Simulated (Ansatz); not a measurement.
**Lu (simple hexagonal type): how the settings move a single-point run**

Aim: see which settings change the result for Lu (simple hexagonal type), by how much, and at what cost.

Program: Ansatz 0.2.0. Level of theory: reference: DFT, PBE, norm-conserving pseudopotentials, Ansatz's default files, scalar-relativistic. These are calculated values, not measurements.

## (1) Starting point

It takes space group P6/mmm (No. 191, hexagonal). Conventional cell: a = 2.472 Å, b = 2.472 Å, c = 2.345 Å, α = 90.00°, β = 90.00°, γ = 120.00°. Lu (site symmetry 6/mmm) has 8 Lu at 2.34 to 2.47 Å in its first shell of neighbours.

As a file:

```xyz
1
Lattice="2.4716 0.0000 0.0000 -1.2358 2.1405 0.0000 0.0000 0.0000 2.3446" Properties=species:S:1:pos:R:3 pbc="T T T"
Lu    0.0000    0.0000    0.0000
```

## (2) Baseline

File input.yaml:

```yaml
crystal:
  lattice:
    - [2.4716153903, 0.0, 0.0]
    - [-1.2358076952, 2.1404817164, 0.0]
    - [0.0, 0.0, 2.3445527218]
  atoms:
    - { symbol: Lu, position: [0.0, 0.0, 0.0] }
kpoints:
  mp_grid: { grid: [13, 13, 12] }
scf:
  occupations: { method: fermi_dirac, width: 0.08 }
hamiltonian:
  xc: pbe
  pseudopotentials: { kind: nc }
output:
  forces: true
  stress: true
  eigenvalues: true
```

Run with:

```sh
$ ansatz run input.yaml --threads 1 --pin off --max-ram 2048MiB --backend cpu --events-out ev --progress --plain --runs-dir out
```

## (3) Changing settings: occupations.method tetrahedron, n_extra_bands 4, width left out

input.yaml: that of step 2 with these lines changed.

```diff
@@ -10,3 +10,4 @@
 scf:
-  occupations: { method: fermi_dirac, width: 0.08 }
+  occupations: { method: tetrahedron }
+  n_extra_bands: 4
 hamiltonian:
```

What does the calculation give? Wanted: for each run, ending; energy change; pressure; gap; force.

The runs gave:

```csv
run,ending,energy change,pressure (GPa),gap (eV),force (eV/Å),cycles,time
reference,converged,0,176.3,0.00,0.00,7,9.8 s
"1: occupations.method tetrahedron, n_extra_bands 4, width left out",converged,-21.8 meV/atom (σ→0),175.5,0.00,0.00,7,9.5 s
```

Residual by cycle in the longest SCF loop of each run; runs are numbered as in the table. The quantity is the density residual dr2, in eV.

```csv
cycle,reference,run 1
1,2.42,2.38
2,0.104,0.109
3,0.00392,0.00392
4,2.4e-4,2.5e-4
5,1.0e-5,1.2e-5
6,4.1e-7,5.8e-7
7,4.2e-9,1.2e-8
```

Changing the smearing moves the energy by -21.8 meV/atom (σ→0 values), and the pressure goes from 176.3 to 175.5 GPa. The structure is not at rest: the sound run finds 176 GPa, so these are no properties of the relaxed crystal. 
